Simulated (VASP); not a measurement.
A run of VASP 6.6.1 is set up as follows.

File INCAR:

```
ALGO = Normal ; EDIFF = 1E-6
ENCUT = 520 ; GGA = PE
ISIF = 2 ; ISMEAR = 0
LASPH = T ; LCHARG = T
LELF = T ; LREAL = Auto
LVHAR = T ; LWAVE = F
NBANDS = 46 ; NELECT = 64.0
NELM = 100 ; PREC = Accurate
SIGMA = 0.02
```

File KPOINTS:

```
k-points
0
Gamma
  3 3 3
```

File POSCAR:

```
HC16
1.0
    0.0000000000      3.5700000000      3.5700000000
    3.5700000000      0.0000000000      3.5700000000
    3.5700000000      3.5700000000      0.0000000000
C H
16 1
Direct
    0.0104364573     -0.0040436279     -0.0090195814
    0.1312945828      0.1246431168      0.1152511396
    0.0133562123     -0.0051473854      0.4908387231
    0.1365012651      0.1186620919      0.6178376145
    0.0096964701      0.4993061515     -0.0090716983
    0.1357639473      0.6220266232      0.1152788804
    0.0149107435      0.4933409649      0.4891033304
    0.1328048762      0.6231898030      0.6169647205
    0.5047216204      0.0033585101     -0.0089913620
    0.6369100830      0.1205968508      0.1142303622
    0.5108705222     -0.0158316573      0.4922118081
    0.6476070213      0.0910773689      0.6278029310
    0.5092777100      0.4973439717     -0.0103136191
    0.6353343463      0.6337267909      0.1052470930
    0.4986150622      0.5269122716      0.4843406490
    0.6414820742      0.6145732324      0.6170307887
    0.5724654057      0.3088903228      0.4040726204
```

Potentials or basis: VASP PAW PBE potentials, release 64 (C, H).

The run is started by

```bash
$ cat potpaw_PBE.64/C/POTCAR potpaw_PBE.64/H/POTCAR > POTCAR
$ mpirun -np 1 vasp_std > vasp.out
```

(1) What does it give for the largest force?

(2) Estimate the band gap on the k mesh.

## Answers

(1) 0.022 eV/Å.

(2) 2.58 eV, direct.

Caveat: the k mesh is coarse (spacing up to 0.51 Å⁻¹), so the values aren't converged; the cell carries a net charge on a neutralising background, which shifts energy and pressure; the cell is charged against a uniform background, so pressure and absolute levels hang on convention.
